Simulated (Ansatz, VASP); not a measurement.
# SnSe: VASP beside Ansatz

Contents of INCAR:

```
PREC = Accurate ; ENCUT = 520
EDIFF = 1E-7 ; ISMEAR = 0
SIGMA = 0.05 ; LREAL = False
LASPH = True ; NELM = 60
ALGO = Normal ; ISIF = 2
LWAVE = False ; LCHARG = False
GGA = CA ; NBANDS = 17
```

The input KPOINTS:

```
Automatic mesh
0
Gamma
  8 8 8
```

File POSCAR:

```
SnSe
1.0
    0.0000000000      2.9613810090      2.9466477701
    2.9466477701      0.0000000000      2.9466477701
    2.9466477701      2.9613810090      0.0000000000
Sn Se
1 1
Direct
    0.0000000000      0.0000000000      0.0000000000
    0.5000000000      0.5000000000      0.5000000000
```

Input for Ansatz:

```yaml
crystal:
  lattice:
    - [0.0, 2.961381009, 2.9466477701]
    - [2.9466477701, 0.0, 2.9466477701]
    - [2.9466477701, 2.961381009, 0.0]
  atoms:
    - { symbol: Sn, position: [0.0, 0.0, 0.0] }
    - { symbol: Se, position: [0.5, 0.5, 0.5] }
basis:
  ecutwfc: 420
kpoints:
  mp_grid: { grid: [8, 8, 8] }
hamiltonian:
  xc: lda
scf:
  occupations: { method: gaussian, width: 0.05 }
output:
  forces: true
  stress: true
  eigenvalues: true
```

Change from the starting cell: strain +0.0050 x Voigt [0, 1, 0, 0, 0, 0], atoms carried along.

Alike in both runs: task single point; functional LDA; k mesh 8 × 8 × 8; occupations gaussian, width 0.05 eV; no spin polarisation.

|  | VASP | Ansatz |
| --- | --- | --- |
| version | VASP 6.6.1 | Ansatz 0.2.0 |
| potentials or method | VASP PAW LDA potentials, release 64 (Sn_d, Se) | scalar-relativistic, plane waves, PAW |
| plane-wave cutoff (eV) | 520 | 420 |
| valence electrons in the cell | 20 | 30 |

VASP gave:

```
gap on the k mesh at the Fermi level (eV)       : 0.77
least direct gap on the mesh (eV)               : 0.89
pressure (GPa)                                  : -0.2
largest component of the traceless stress (GPa) : 0.47
```

**Question.** Which values does Ansatz return?

**Answer.** gap on the k mesh at the Fermi level (eV): 0.77; least direct gap on the mesh (eV): 0.87; pressure (GPa): -0.3; largest component of the traceless stress (GPa): 0.47.

The two sets of potentials don't hold the same shells in valence.

Caveats: spin-orbit coupling is left out, which moves the levels of the heavy elements. A k mesh can miss the band edges.
